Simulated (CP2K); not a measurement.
Runs of CP2K 2026.2 on TiO2. It takes space group C2/c (No. 15, monoclinic). The conventional cell has a = 5.412 Å, b = 5.413 Å, c = 5.472 Å, α = 90.00°, β = 118.77°, γ = 90.00°. Around Ti (site symmetry 2) lie 6 O at 1.93 to 2.00 Å. Around O (site symmetry 1) lie 3 Ti at 1.93 to 2.00 Å. The cell is a database's computed one.

```csv
level,potentials or basis,smearing,NGRIDS,points a segment of the path (NPOINTS),bands added on the path,CUTOFF of the grids,pressure (GPa),largest force (eV/Å)
PBEsol,"POTENTIAL_UZH Ti GTH-PBE-q12, O GTH-PBE-q6; TZVP-MOLOPT-PBE-GTH basis",fermi-dirac 0.05 eV,4,10,4,600 Ry,-6.2,0.24
r2SCAN,"POTENTIAL_UZH Ti GTH-SCAN-q12, O GTH-SCAN-q6; TZVP-MOLOPT-SCAN-GTH basis",fermi-dirac 0.05 eV,5,6,6,850 Ry,(a),0.22
LDA,"GTH_POTENTIALS Ti GTH-PADE-q12, O GTH-PADE-q6; TZVP-MOLOPT-PBE-GTH basis",fermi-dirac 0.05 eV,5,6,4,600 Ry,-12.7,(c)
PBE,"POTENTIAL_UZH Ti GTH-PBE-q12, O GTH-PBE-q6; TZVP-MOLOPT-PBE-GTH basis",fermi-dirac 0.1 eV,4,8,2,600 Ry,-0.9,(b)
```

Alike in all rows: task band structure; no spin polarisation; cell as given; k mesh 8 × 8 × 6.

Q: Fill in the values left out.

A: (a) -5.3; (b) 0.14; (c) 0.34.

Caveats: the basis of atomic orbitals isn't converged, which shifts pressures, moduli and gaps; the potentials were made for another functional, which shifts forces and pressure (some runs).
